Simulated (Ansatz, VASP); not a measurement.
# CO2: VASP beside Ansatz

INCAR

```
PREC = Accurate
ENCUT = 520
EDIFF = 1E-8
ISMEAR = -5
SIGMA = 0.1
LREAL = False
LASPH = True
NELM = 80
ALGO = Fast
ISIF = 2
LWAVE = False
LCHARG = False
GGA = PE
LEFG = True
NBANDS = 44
```

Contents of KPOINTS:

```
Automatic mesh
0
Gamma
  4 3 4
```

The input POSCAR:

```
CO2
1.0
    4.7845453300      0.0000000000      0.0000000000
    0.0000000000      6.3155396400      0.0000000000
    0.0000000000      0.0000000000      5.6788908400
C O
4 8
Direct
    0.5000000000      0.8529985200      0.7500000000
    0.0000000000      0.3529985200      0.7500000000
    0.0000000000      0.6470014800      0.2500000000
    0.5000000000      0.1470014800      0.2500000000
    0.7009711200      0.1463284600      0.1335830200
    0.2990288800      0.1463284600      0.3664169800
    0.7990288800      0.6463284600      0.1335830200
    0.2009711200      0.3536715400      0.8664169800
    0.2009711200      0.6463284600      0.3664169800
    0.7990288800      0.3536715400      0.6335830200
    0.7009711200      0.8536715400      0.6335830200
    0.2990288800      0.8536715400      0.8664169800
```

Input for Ansatz:

```yaml
crystal:
  lattice:
    - [4.78454533, 0.0, 0.0]
    - [0.0, 6.31553964, 0.0]
    - [0.0, 0.0, 5.67889084]
  atoms:
    - { symbol: C, position: [0.5, 0.85299852, 0.75] }
    - { symbol: C, position: [0.0, 0.35299852, 0.75] }
    - { symbol: C, position: [0.0, 0.64700148, 0.25] }
    - { symbol: C, position: [0.5, 0.14700148, 0.25] }
    - { symbol: O, position: [0.70097112, 0.14632846, 0.13358302] }
    - { symbol: O, position: [0.29902888, 0.14632846, 0.36641698] }
    - { symbol: O, position: [0.79902888, 0.64632846, 0.13358302] }
    - { symbol: O, position: [0.20097112, 0.35367154, 0.86641698] }
    - { symbol: O, position: [0.20097112, 0.64632846, 0.36641698] }
    - { symbol: O, position: [0.79902888, 0.35367154, 0.63358302] }
    - { symbol: O, position: [0.70097112, 0.85367154, 0.63358302] }
    - { symbol: O, position: [0.29902888, 0.85367154, 0.86641698] }
kpoints:
  mp_grid: { grid: [4, 3, 4] }
scf:
  occupations: { method: tetrahedron_uncorrected }
hamiltonian:
  xc: pbe
  pseudopotentials: { kind: paw }
output:
  forces: true
  stress: true
  populations: true
  efg: { quadrupole_moments_barn: { O: -0.02558 }, contact_densities: true }
basis:
  xc_grid: 3
```

The cell comes from a database or a generator and needn't be the stable form of this composition.

Alike in both runs: task electric field gradients; functional PBE; k mesh 4 × 3 × 4; no spin polarisation.

|  | VASP | Ansatz |
| --- | --- | --- |
| version | VASP 6.6.1 | Ansatz 0.2.0 |
| potentials or method | VASP PAW PBE potentials, release 64 (C, O) | plane-wave PAW, scalar-relativistic |
| plane-wave cutoff (eV) | 520 | 420 |
| occupations | tetrahedron | tetrahedron-uncorrected |
| valence electrons in the cell | 64 | 64 |

```tsv
	VASP	Ansatz	Ansatz less VASP
gap on the k mesh at the Fermi level (eV)	6.66	6.68	+0.022
pressure (GPa)	4.0	2.4	-1.58
largest component of the traceless stress (GPa)	2.35	0.52	-1.839
rms of the force components (eV/Å)	0.372	0.070	-0.3018
Vzz of the field gradient on the site that differs most (V/Å²)	-49.9	-29.2	+20.70
```

Atom by atom the forces differ by 0.303 eV/Å (rms over components). Ansatz warned: «band_table_not_solved_further».

Caveats: the standard files for N, O and F lose accuracy on very short bonds; an odd mesh through Γ misses points on the zone boundary, where band edges often lie. Expect the measured gap to be larger: semilocal functionals such as PBE lack the derivative discontinuity.
